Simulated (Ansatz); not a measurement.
Molecular dynamics on a 2×2×2 supercell (16 atoms) of InAs (CsCl type), relaxed with r2SCAN. Forces come from PBE in Ansatz: a Langevin thermostat at fixed volume, 200 K, steps of 1.5 fs. Computed, non-magnetic; the trajectory is short and the cell small, so nothing here is a converged average. The structure comes from a prototype and may be hypothetical.

```yaml
crystal:
  lattice:
    - [7.0730821581, 0.0, 0.0]
    - [0.0, 7.0730821581, 0.0]
    - [0.0, 0.0, 7.0730821581]
  atoms:
    - { symbol: In, position: [0.0, 0.0, 0.0] }
    - { symbol: As, position: [0.25, 0.25, 0.25] }
    - { symbol: In, position: [0.0, 0.0, 0.5] }
    - { symbol: As, position: [0.25, 0.25, 0.75] }
    - { symbol: In, position: [0.0, 0.5, 0.0] }
    - { symbol: As, position: [0.25, 0.75, 0.25] }
    - { symbol: In, position: [0.0, 0.5, 0.5] }
    - { symbol: As, position: [0.25, 0.75, 0.75] }
    - { symbol: In, position: [0.5, 0.0, 0.0] }
    - { symbol: As, position: [0.75, 0.25, 0.25] }
    - { symbol: In, position: [0.5, 0.0, 0.5] }
    - { symbol: As, position: [0.75, 0.25, 0.75] }
    - { symbol: In, position: [0.5, 0.5, 0.0] }
    - { symbol: As, position: [0.75, 0.75, 0.25] }
    - { symbol: In, position: [0.5, 0.5, 0.5] }
    - { symbol: As, position: [0.75, 0.75, 0.75] }
kpoints:
  mp_grid: { grid: [2, 2, 2] }
hamiltonian:
  xc: pbe
scf:
  occupations: { method: fermi_dirac, width: 0.02 }
md:
  ensemble: nvt_langevin
  temperature: 200
  timestep: 1.5
  n_steps: 40
  initial_velocities: maxwell_boltzmann
  seed: 574
```

Run as `ansatz run input.yaml --threads 4 --pin off --max-ram 3686MiB --backend cpu --events-out ev --progress --plain --runs-dir out`. It took 3.1 min on 4 threads of Arm Neoverse V1 (shared host), load about 0.9 per core; peak host memory 1.5 GiB.

| step | t (fs) | T (K) | free energy F from step 0 (meV/atom) | kinetic energy (meV/atom) | largest force (eV/Å) |
| --- | --- | --- | --- | --- | --- |
| 0 | 0 | 188 | 0.0 | 24.2 | 0.00 |
| 1 | 1.5 | 179 | 0.0 | 23.2 | 0.02 |
| 2 | 3 | 159 | 0.0 | 20.5 | 0.03 |
| 3 | 4.5 | 164 | 0.0 | 21.2 | 0.05 |
| 4 | 6 | 154 | 0.0 | 20.0 | 0.07 |
| 5 | 7.5 | 166 | 0.0 | 21.5 | 0.08 |
| 6 | 9 | 165 | 0.0 | 21.3 | 0.09 |
| 7 | 10.5 | 156 | 0.0 | 20.1 | 0.11 |
| 8 | 12 | 149 | 0.0 | 19.3 | 0.12 |
| 9 | 13.5 | 136 | -0.1 | 17.6 | 0.13 |
| 10 | 15 | 137 | -0.1 | 17.7 | 0.15 |
| 11 | 16.5 | 148 | -0.2 | 19.2 | 0.16 |
| 12 | 18 | 169 | -0.2 | 21.8 | 0.18 |
| 13 | 19.5 | 148 | -0.3 | 19.2 | 0.20 |
| 14 | 21 | 145 | -0.4 | 18.7 | 0.21 |
| 15 | 22.5 | 143 | -0.6 | 18.5 | 0.23 |
| 16 | 24 | 147 | -0.7 | 19.0 | 0.24 |
| 17 | 25.5 | 151 | -0.8 | 19.5 | 0.26 |
| 18 | 27 | 155 | -1.0 | 20.0 | 0.28 |
| 19 | 28.5 | 161 | -1.2 | 20.8 | 0.30 |
| 20 | 30 | 156 | -1.4 | 20.2 | 0.32 |
| 21 | 31.5 | 157 | -1.7 | 20.2 | 0.34 |
| 22 | 33 | 170 | -1.9 | 22.0 | 0.35 |
| 23 | 34.5 | 185 | -2.2 | 23.9 | 0.37 |
| 24 | 36 | 194 | -2.5 | 25.1 | 0.39 |
| 25 | 37.5 | 208 | -2.8 | 26.9 | 0.40 |
| 26 | 39 | 210 | -3.2 | 27.1 | 0.41 |
| 27 | 40.5 | 210 | -3.5 | 27.1 | 0.42 |
| 28 | 42 | 215 | -3.9 | 27.8 | 0.43 |
| 29 | 43.5 | 215 | -4.3 | 27.8 | 0.44 |
| 30 | 45 | 223 | -4.8 | 28.8 | 0.45 |
| 31 | 46.5 | 231 | -5.2 | 29.8 | 0.46 |
| 32 | 48 | 239 | -5.7 | 30.9 | 0.46 |
| 33 | 49.5 | 219 | -6.1 | 28.3 | 0.47 |
| 34 | 51 | 218 | -6.6 | 28.1 | 0.48 |
| 35 | 52.5 | 248 | -7.1 | 32.1 | 0.49 |
| 36 | 54 | 262 | -7.7 | 33.9 | 0.51 |
| 37 | 55.5 | 265 | -8.2 | 34.2 | 0.52 |
| 38 | 57 | 280 | -8.8 | 36.2 | 0.54 |
| 39 | 58.5 | 277 | -9.4 | 35.9 | 0.55 |
| 40 | 60 | 266 | -10.0 | 34.4 | 0.57 |

The temperature starts at 188 K, is lowest at step 9 (136 K, 13.5 fs) and ends at 266 K. The free energy ends below that of the starting lattice, which is therefore no minimum: the cell is distorting and heats up. By the last step the atoms have moved 0.13 Å in the root mean square, the drift of the whole cell taken out, 0.26 Å at most.

Positions (Å) and forces (eV/Å) at step 40:
```
In   0.028  -0.058  -0.029    -0.053   0.214  -0.014
As   1.824   1.752   1.611     0.112  -0.290  -0.225
In  -0.053   0.015   3.473     0.177  -0.067   0.073
As   1.799   1.725   5.203    -0.188  -0.018  -0.351
In   0.034   3.602   0.020    -0.062  -0.064  -0.159
As   1.566   5.306   1.906    -0.262  -0.206   0.335
In   0.034   3.383   3.572     0.008   0.424   0.046
As   1.936   5.420   5.254     0.175  -0.026   0.220
In   3.507  -0.020   0.004     0.177  -0.029   0.103
As   5.397   1.830   1.821     0.208   0.009   0.188
In   3.533   0.032   3.486    -0.021   0.107  -0.089
As   5.336   1.652   5.296    -0.181  -0.263   0.276
In   3.571   3.539   0.000     0.017   0.083  -0.016
As   5.228   5.421   1.798    -0.510   0.230  -0.105
In   3.536   3.535   3.546     0.070   0.053  -0.117
As   5.338   5.389   5.247     0.333  -0.157  -0.165
```
